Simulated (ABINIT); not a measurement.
**AlCo: single point with PBE**

The system is AlCo.

```
Co Al
1.0
     2.81940    0.00000    0.00000
     0.00000    2.81940    0.00000
     0.00000    0.00000    2.81940
Co Al
1 1
Direct
  0.50000 0.50000 0.50000
  0.00000 0.00000 0.00000
```

The cell is a database's computed one.

```
Program                                         : ABINIT 10.8.3 (patched build)
Task                                            : single point
Functional                                      : PBE
Potentials or basis                             : JTH PAW PBE v2.0
Cutoff                                          : 544 eV
k mesh                                          : 9 × 9 × 9
Occupations                                     : fermi-dirac, width 0.05 eV
Spin                                            : collinear spin, ferromagnetic start
Starting moments                                : [2.0, 0.0] μB
Fine-grid cutoff                                : 1088.46 eV
Exchange and correlation inside the PAW spheres : full angular mesh (pawxcdev 0, this build's default; the released program takes 1)
```

```json
{
 "Band gap on the k mesh": "none (metal or under the smearing width)",
 "Net moment": "0.00 μB per cell",
 "Valence electrons inside the program's atomic spheres": "Co 15.69; Al 0.85"
}
```

Levels at points of the mesh, in eV from the Fermi level:
Spin up:
| k point | band 6 | band 7 | band 8 | band 9 | band 10 | band 11 | band 12 | band 13 | band 14 | band 15 |
| --- | --- | --- | --- | --- | --- | --- | --- | --- | --- | --- |
| (0.00, 0.00, 0.00) | -3.12 | -3.12 | -0.87 | -0.87 | -0.87 | 6.10 | 6.10 | 6.10 | 8.87 | 8.87 |
Spin down:
```csv
k point,band 7,band 8,band 9,band 10,band 11,band 12,band 13,band 14
"(0.00, 0.00, 0.00)",-3.12,-0.87,-0.87,-0.87,6.10,6.10,6.10,8.87
```

Run time: 29 s on 1 thread of Intel(R) Xeon(R) Platinum 8488C (Sapphire Rapids) (shared host), peak memory 0.14 GiB.

Caveat: the starting moments collapsed, and a magnetic state may lie lower.
